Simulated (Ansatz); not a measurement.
# WS2 in Ansatz: notebook

The runs below take WS2 through density of states, with r2SCAN+U.

Everything below comes from runs of Ansatz 0.2.0. Logs are shortened: lines on timing, memory, paths and dates and some standing lists are left out, and cuts for length are marked.

**1. The structure**

The cell holds a slab with vacuum, 9 atoms: a = 3.183 Å, b = 3.183 Å, c = 28.532 Å, α = 90.00°, β = 90.00°, γ = 120.00°.

**2. Density of states, r2SCAN+U**

input.yaml

```yaml
crystal:
  lattice:
    - [3.1829541699, 0.0, 0.0]
    - [-1.591477085, 2.7565191702, 0.0]
    - [0.0, 0.0, 28.53221786]
  atoms:
    - { symbol: W, position: [0.6666666667, 0.3333333333, 0.43436168] }
    - { symbol: W, position: [0.6666666667, 0.3333333333, 0.88553378] }
    - { symbol: W, position: [0.0, 0.0, 0.65928643] }
    - { symbol: S, position: [0.6666666667, 0.3333333333, 0.60462521] }
    - { symbol: S, position: [0.0, 0.0, 0.37971025] }
    - { symbol: S, position: [0.0, 0.0, 0.83084828] }
    - { symbol: S, position: [0.6666666667, 0.3333333333, 0.71395221] }
    - { symbol: S, position: [0.0, 0.0, 0.48903042] }
    - { symbol: S, position: [0.0, 0.0, 0.94018573] }
hamiltonian:
  xc: r2scan
  pseudopotentials: { kind: paw }
  hubbard: { sites: [{ species: W, l: d, u_eff: 5.0 }] }
kpoints:
  mp_grid: { grid: [7, 7, 1] }
scf:
  occupations: { method: fermi_dirac, width: 0.05 }
  n_extra_bands: 22
output:
  forces: true
  stress: true
  eigenvalues: true
  dos: { projected: false, de: 0.05, nscf_kmesh: { grid: [11, 11, 2] } }
```

Potentials or basis: Ansatz PAW.

Started as:

```bash
$ ansatz run input.yaml --threads 4 --pin off --max-ram 11264MiB --backend cpu --events-out ev --progress --plain --runs-dir out
```

What it wrote:

```text
Warning: RAYON_NUM_THREADS=4 ignored (pool sized by the plan → 4); use --threads N
W: projections on atomic orbitals take those of the free atom [Kr 4d10 4f14] 5s2 5p6 5d4 6s2, of charge +0.00 (hamiltonian.pseudopotentials.projection_atoms); the dataset's partial waves leave at most 6.5e-5 of an orbital's norm unspanned inside its sphere
S: projections on atomic orbitals take those of the free atom [Ne] 3s2 3p4, of charge +0.00 (hamiltonian.pseudopotentials.projection_atoms); the dataset's partial waves leave at most 1.6e-7 of an orbital's norm unspanned inside its sphere
scf.n_extra_bands = 22 over 39 filled bands (N_el = 78.0): the run solves 61 bands
Engine: ansatz 0.2.0, aarch64-unknown-linux-gnu
Pseudopotentials: kind: paw
Pseudopotential: W, paw, valence charge 14, recommended cutoff 500 eV (meta_gga), W.paw.azcp
Pseudopotential: S, paw, valence charge 6, recommended cutoff 500 eV (meta_gga), S.paw.azcp
Functional definition: r2SCAN
  parameter k0 = 0.174
  parameter k1 = 0.065
  parameter a1 = 4.9479
  exchange = r2scan_x(k0 = k0, k1 = k1, a1 = a1)
  correlation = r2scan_c
Crystal: 9 atoms, lattice volume = 250.338 Å³
Basis set: ecut = 500 eV, 6327 PW (Γ), exchange–correlation on 96×96×864 points (64 copies of the dense FFT grid, shifted against one another)
Bands: 61, of which v1, the nominal top of the filled ones, is band 39 counted from 1 (38 counted from 0)
Symmetry: 6 space group operations
Space group: P3m1 (ITA 156), of the structure as read, at distance tolerance 6.3e-5 Å
k-points: 8 of 49 (time reversal used)
Non-local potential: W, projectors of the file, l = 0: 3, l = 1: 2, l = 2: 2, l = 3: 1
Non-local potential: S, projectors of the file, l = 0: 2, l = 1: 2, l = 2: 2
PAW form: soft (Blöchl's): semilocal exchange-correlation on the pseudo side does not see the compensation charge
PAW frozen core: W, regenerated for the run's functional (the file was generated under x = pbe(κ = 0.804, μ = 0.2195149727645171), c = pbe(β = 0.06672455060314922))
PAW frozen core: S, regenerated for the run's functional (the file was generated under x = pbe(κ = 0.804, μ = 0.2195149727645171), c = pbe(β = 0.06672455060314922))
PAW one-centre angular grid: W, 590 points (default); XC on 160 Gauss nodes
PAW one-centre angular grid: S, 302 points (default); XC on 160 Gauss nodes
Initial density: superposition of atomic densities (neutral atoms: chi_scale 0, normalization atom)
Initial wavefunctions: pseudopotential atomic-orbital guess
Functional: x = r2scan, c = r2scan; τ floored in thin density (d = 2e-4 eV/Å³)
SCF iter   1: F=—  HF=-36616.137273 eV  |F-HF|=—  |Δ(HF+E_count)|=         —  Δρ=4.16e-2  dr2=4.82e0  dr2_τ=2.87e-1  ethr=3.10e-3  ⟨swp⟩=9.2  Hψ=2792  notcnv=0  defer=20
preconditioner: auto → Resta (q_TF=auto, 2.246 Å⁻¹)  ε∞=3.2  [insulator: Δε(μ)=1.448 eV  Ē_g=11.703 eV  σ=0.050 eV  W_gap=1.00  n_scr=20 (ndim 8)  ℏωp=17.2 eV  f_vac=0.326  D(μ)=0.00/eV (n_scr^D=0)  ε∞_Penn≈3.2  vacuum switching on, ρ_ref=9.9e-3 e/Å³]
SCF iter   2: F=—  HF=-36616.099455 eV  |F-HF|=—  |Δ(HF+E_count)|=   3.78e-2  Δρ=1.90e-2  dr2=1.38e0  dr2_τ=2.68e-1  ethr=3.10e-3  ⟨swp⟩=3.1  Hψ=970  notcnv=0  defer=104
SCF iter   3: F=—  HF=-36616.258378 eV  |F-HF|=—  |Δ(HF+E_count)|=   1.59e-1  Δρ=1.01e-2  dr2=1.67e-1  dr2_τ=8.57e-3  ethr=1.77e-3  ⟨swp⟩=2.0  Hψ=614  notcnv=0  defer=104
SCF iter   4: F=—  HF=-36616.354287 eV  |F-HF|=—  |Δ(HF+E_count)|=   9.59e-2  Δρ=4.07e-3  dr2=4.21e-2  dr2_τ=8.33e-4  ethr=2.14e-4  ⟨swp⟩=2.5  Hψ=676  notcnv=0  defer=104
SCF iter   5: F=—  HF=-36616.370837 eV  |F-HF|=—  |Δ(HF+E_count)|=   1.65e-2  Δρ=1.06e-3  dr2=2.86e-3  dr2_τ=6.90e-5  ethr=5.40e-5  ⟨swp⟩=2.1  Hψ=715  notcnv=0  defer=107
SCF iter   6: F=—  HF=-36616.373040 eV  |F-HF|=—  |Δ(HF+E_count)|=   2.20e-3  Δρ=4.19e-4  dr2=3.87e-3  dr2_τ=4.43e-5  ethr=3.67e-6  ⟨swp⟩=2.4  Hψ=711  notcnv=0  defer=107
SCF iter   7: F=—  HF=-36616.372788 eV  |F-HF|=—  |Δ(HF+E_count)|=   2.52e-4  Δρ=9.45e-5  dr2=1.78e-5  dr2_τ=1.41e-6  ethr=3.67e-6  ⟨swp⟩=1.9  Hψ=499  notcnv=0  defer=107
SCF iter   8: F=—  HF=-36616.373037 eV  |F-HF|=—  |Δ(HF+E_count)|=   2.49e-4  Δρ=3.20e-5  dr2=7.17e-6  dr2_τ=3.70e-7  ethr=2.28e-8  ⟨swp⟩=3.1  Hψ=856  notcnv=0  defer=107
SCF iter   9: F=—  HF=-36616.373038 eV  |F-HF|=—  |Δ(HF+E_count)|=   1.16e-6  Δρ=2.70e-5  dr2=5.69e-6  dr2_τ=4.40e-7  ethr=9.19e-9  ⟨swp⟩=2.6  Hψ=674  notcnv=0  defer=107
SCF iter  10: F=—  HF=-36616.373037 eV  |F-HF|=—  |Δ(HF+E_count)|=   7.57e-7  Δρ=5.09e-6  dr2=1.76e-7  dr2_τ=2.19e-9  ethr=7.29e-9  ⟨swp⟩=2.0  Hψ=484  notcnv=0  defer=107
SCF iter  11: F=-36616.373037 eV  HF=-36616.373037 eV  |F-HF|=3.35e-8  |Δ(HF+E_count)|=   1.01e-9  Δρ=1.63e-6  dr2=4.05e-8  dr2_τ=8.76e-10  ethr=1.28e-10  ⟨swp⟩=16.4  Hψ=3128  notcnv=0
SCF 1 converged in 11 iterations: F = -36616.373037 eV  dr2 = 4.05e-8
NSCF: frozen V_eff on 32 k-points
SCF converged after 11 iterations
Free energy (F): -36616.373037 eV
Harris-Foulkes:  -36616.373037 eV  (|F-HF|=3.35e-8)
Internal energy: -36616.373037 eV  (E = F + TS)
E sigma→0 (E₀):  -36616.373037 eV
Entropy (-TS):   -0.000000 eV (-0.000 meV/atom)
Fermi energy:    5.752384 eV
--- Per-component energies (eV) ---
  E_band       = -1097.812928
  E_kinetic    = 1998.913054
  E_local      = -41533.360544  (includes V_loc(G=0)·N_el)
  E_nonlocal   = 173.216839
  E_hartree    = 19988.199410
  E_xc         = -1299.647583
  E_vxc        = -1349.683978  (∫ρ·V_xc dr)
  E_hubbard    = 18.439702  (on-site DFT+U / exact-exchange correction)
  E_vhub       = 0.186308  (the Hubbard potential's part of the band-sum identity)
  E_paw        = -29436.436870  (= ΣΔE_a)
  E_vpaw       = -430.539674  (= ΣTr[D̂ρ^β])
  E_aug_tail   = -0.000142  (compensation charges beyond the density's cutoff)
  E_vtau       = 67.040940  (kinetic-family band-sum trace: ∫τ·v_τ [+ j·A + Jᵃ·Aᵃ] dr)
  E_ewald      = 13476.725544
  E_core_change = -2.422447  (= ΣΔE_core)
  E_smearing   = -0.000000  (= −TS)
  E_closure    = 0.000000  (closes the sum)
  Σ components = -36616.373037   (vs F -36616.373037, Δ=0.00e0)
--- Forces (eV/Å), atoms counted from 1 ---
  atom   1  W     -0.00000000    -0.00000000    -0.00614991
  atom   2  W      0.00000000    -0.00000000    -0.00344653
  atom   3  W      0.00000000     0.00000000     0.00395298
  atom   4  S     -0.00000000    -0.00000000     0.00224395
  atom   5  S      0.00000000     0.00000000    -0.00955272
  atom   6  S      0.00000000     0.00000000     0.00872356
  atom   7  S     -0.00000000    -0.00000000     0.00224117
  atom   8  S      0.00000000     0.00000000    -0.00630220
  atom   9  S      0.00000000     0.00000000     0.00815670
  max |Σ_I F_I| component: 1.33e-4 eV/Å
--- Stress (GPa, compression-positive) ---
        0.420427       0.000000      -0.000000
        0.000000       0.420427      -0.000000
       -0.000000      -0.000000       0.148686
  P = ⅓ Tr σ = 0.3298 GPa (3.298 kbar)
--- Band table (eV; the first three rows and the last of 8) ---
  k-point 0: bands = ["-71.1578", "-71.1567", "-71.1565", "-34.7355", "-34.7339", "-34.7338", "-34.6540", "-34.6540", "-34.6527", "-34.6527", "-34.6527", "-34.6527", "-10.7180", "-10.6707", "-10.6282", "-9.0033", "-8.9106", "-8.8269", "-2.2390", "-2.0010", "-1.7592", "1.7176", "1.7176", "1.7229", "1.7229", "1.7250", "1.7250", "2.0395", "2.5763", "3.2052", "3.2052", "3.2182", "3.2182", "3.2210", "3.2267", "3.2267", "4.2398", "4.6598", "4.9622", "7.9960", "7.9960", "8.0299", "8.0299", "8.0634", "8.0634", "8.0662", "8.0662", "8.0697", "8.0697", "8.0787", "8.0787", "10.4459", "10.5436", "10.6427", "10.8160", "11.1865", "12.4163", "13.9008", "13.9951", "14.1253", "14.2086"]
  k-point 1: bands = ["-71.1537", "-71.1527", "-71.1525", "-34.7227", "-34.7226", "-34.7214", "-34.7213", "-34.7210", "-34.7209", "-34.6698", "-34.6686", "-34.6685", "-10.3762", "-10.3292", "-10.2869", "-8.8572", "-8.7727", "-8.6975", "-1.8283", "-1.5934", "-1.3510", "0.9374", "0.9484", "0.9553", "1.4767", "1.7892", "2.0271", "2.0437", "2.0523", "2.0567", "2.7224", "2.7380", "2.7490", "3.1925", "3.3478", "3.6421", "4.1153", "4.3653", "4.5078", "7.3439", "7.4747", "7.6396", "7.7119", "7.7613", "7.8053", "7.9781", "8.0462", "8.1070", "8.6172", "8.6422", "8.6596", "11.0266", "11.3926", "11.8817", "12.0702", "12.1109", "12.8688", "14.0767", "14.2312", "14.5799", "14.7540"]
  k-point 2: bands = ["-71.1451", "-71.1440", "-71.1438", "-34.8735", "-34.8722", "-34.8721", "-34.7052", "-34.7039", "-34.7039", "-34.6941", "-34.6925", "-34.6924", "-9.5100", "-9.4670", "-9.4284", "-8.5051", "-8.4429", "-8.3900", "-1.1801", "-1.0361", "-0.9055", "-0.1664", "-0.0782", "0.0537", "0.4488", "0.6014", "0.6851", "1.9143", "1.9325", "1.9464", "2.7751", "2.7887", "2.7956", "2.8105", "2.9689", "3.1859", "3.4581", "3.5106", "3.5332", "7.0300", "7.2722", "7.4239", "7.4682", "7.5078", "7.5420", "8.5325", "8.7169", "8.9092", "9.4552", "9.5244", "9.5842", "12.0734", "12.2234", "12.3875", "12.6488", "12.7272", "13.5380", "13.6078", "13.8249", "13.9476", "14.3570"]
  k-point 7: bands = ["-71.1363", "-71.1353", "-71.1351", "-34.9412", "-34.9398", "-34.9398", "-34.8441", "-34.8428", "-34.8427", "-34.6622", "-34.6606", "-34.6605", "-8.2758", "-8.2582", "-8.2463", "-7.9993", "-7.9811", "-7.9701", "-1.1247", "-1.0953", "-1.0799", "-0.9019", "-0.8671", "-0.8389", "0.4090", "0.4232", "0.4443", "0.7367", "0.8109", "0.9217", "1.2030", "1.3565", "1.4205", "2.5250", "2.5731", "2.6495", "4.3580", "4.3956", "4.4265", "6.6629", "6.6975", "6.7243", "8.3147", "8.4866", "8.6716", "8.6930", "8.8398", "8.9508", "10.5244", "10.6652", "10.8283", "11.7988", "11.9211", "11.9243", "12.3836", "12.7828", "13.2580", "14.4105", "14.4529", "14.6686", "15.1816"]
Occupation matrices written to <dir>
```

Run time: 27 s. Hardware: 4 threads of Arm Neoverse V1, shared host; peak memory 1.5 GiB.

What came out:

- Free energy: -36616.3730 eV
- Largest force: 0.010 eV/Å
- Band gap on the k mesh: 1.70 eV, indirect (least direct gap 2.24 eV)

Forces on the atoms (eV/Å):
```
W    0.000  0.000 -0.006
W    0.000  0.000 -0.003
W    0.000  0.000  0.004
S    0.000  0.000  0.002
S    0.000  0.000 -0.010
S    0.000  0.000  0.009
S    0.000  0.000  0.002
S    0.000  0.000 -0.006
S    0.000  0.000  0.008
```

States per cell in windows of 0.5 eV (zero at the valence-band top; states under -8 eV left out):
```
from (eV)  total
     -8.0   0.00
     -7.5   0.06
     -7.0   1.57
     -6.5   3.63
     -6.0   2.02
     -5.5   2.55
     -5.0   5.16
     -4.5   1.70
     -4.0   4.45
     -3.5   3.37
     -3.0   2.66
     -2.5   5.13
     -2.0   3.41
     -1.5   3.94
     -1.0   1.93
     -0.5   0.43
      0.0   0.00
      0.5   0.00
      1.0   0.07
      1.5   1.08
      2.0   3.47
      2.5   5.40
      3.0   3.66
      3.5   3.14
      4.0   2.38
      4.5   2.44
      5.0   1.83
      5.5   1.32
      6.0   1.31
      6.5   1.93
      7.0   1.74
      7.5   2.44
```

Eigenvalues of the final occupation matrices:
| site | spin | trace | eigenvalues |
| --- | --- | --- | --- |
| site 1 | 1 | 2.45 | 0.43 0.43 0.49 0.49 0.60 |
| site 2 | 1 | 2.45 | 0.43 0.43 0.49 0.49 0.60 |
| site 3 | 1 | 2.45 | 0.43 0.43 0.49 0.49 0.60 |

Caveat: odd divisions of the mesh miss points on the zone boundary, where band edges often lie, so the gap on the mesh can be too wide; spin-orbit coupling is left out, which moves the levels of the heavy elements; the PAW data sets come from PBE, with cores solved anew for the run's functional, which leaves a small shift of forces and pressure; the density of states is complete only up to the lowest level of the last band computed.

(Continued in part 2 of 2.)
